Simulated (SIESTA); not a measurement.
Al2O3 (Corundum):

```
CELL_PARAMETERS angstrom
2.38025 1.37424 4.33187
-2.38025 1.37424 4.33187
0.00000 -2.74848 4.33187
ATOMIC_POSITIONS crystal
Al 0.85216 0.85216 0.85216
Al 0.64784 0.64784 0.64784
Al 0.14784 0.14784 0.14784
Al 0.35216 0.35216 0.35216
O 0.05668 0.75000 0.44332
O 0.75000 0.44332 0.05668
O 0.44332 0.05668 0.75000
O 0.94332 0.25000 0.55668
O 0.25000 0.55668 0.94332
O 0.55668 0.94332 0.25000
```

Program: SIESTA 5.4.2. Alike in all runs: task band structure; no spin polarisation; cell as given; k mesh 7 × 7 × 7; smearing fermi-dirac 0.05 eV; grid cutoff 800 Ry.

Question: Order these runs on this cell by their band gap on the k mesh, lowest first.
A. level PBE; potentials or basis PseudoDojo 0.4 standard (PBE files), DZ (energy shift 0.003 Ry); energy shift 0.003 Ry
B. level PBE; potentials or basis PseudoDojo 0.4 standard (PBE files), DZP (energy shift 0.003 Ry); energy shift 0.003 Ry
C. level BLYP; potentials or basis PseudoDojo 0.4 standard (PBE files), DZP (energy shift 0.003 Ry); energy shift 0.003 Ry
D. level PBE; potentials or basis PseudoDojo 0.4 standard (PBE files), SZ (energy shift 0.01 Ry); energy shift 0.01 Ry

Answer: D (5.62 eV), A (6.02 eV), B (6.24 eV), C (6.53 eV).

Caveats: the basis of atomic orbitals isn't converged, which shifts pressures, moduli and gaps; the basis has no polarisation orbitals (some runs).

